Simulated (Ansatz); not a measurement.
Crystal: BN.

```
N B
1.0
     4.88009    0.00000    0.00000
     0.00000    2.59146    0.00000
     0.00000    0.00000    4.29205
N B
4 4
Direct
  0.32113 0.75000 0.10649
  0.67887 0.25000 0.89351
  0.17887 0.25000 0.60649
  0.82113 0.75000 0.39351
  0.34041 0.25000 0.90710
  0.15959 0.75000 0.40710
  0.84041 0.25000 0.59290
  0.65959 0.75000 0.09290
```

Measurements of this composition are mostly on another form, of space group No. 194.

Base run:

```yaml
Program: Ansatz 0.2.0
Functional: PBEsol
Potentials_or_basis: all-electron LAPW, scalar-relativistic
Cutoff: 438 eV (chosen from the basis error)
Basis_error_allowed: 0.002 eV/atom
k_mesh: 6 × 10 × 6
Occupations: fermi-dirac, width 0.05 eV
Spin: no spin polarisation
```

Its results: band gap on the k mesh 5.53 eV, indirect (least direct gap 6.13 eV); pressure -4.8 GPa; largest force 0.058 eV/Å.

Question: The run is repeated on the same cell with these changes: functional from PBEsol to LDA. What comes out?

Answer: Band gap on the k mesh 5.52 eV, indirect (least direct gap 6.10 eV); pressure -11.5 GPa; largest force 0.119 eV/Å.

LDA binds more tightly than PBEsol, so the same cell stands under less pressure.

A k mesh can miss the band edges.
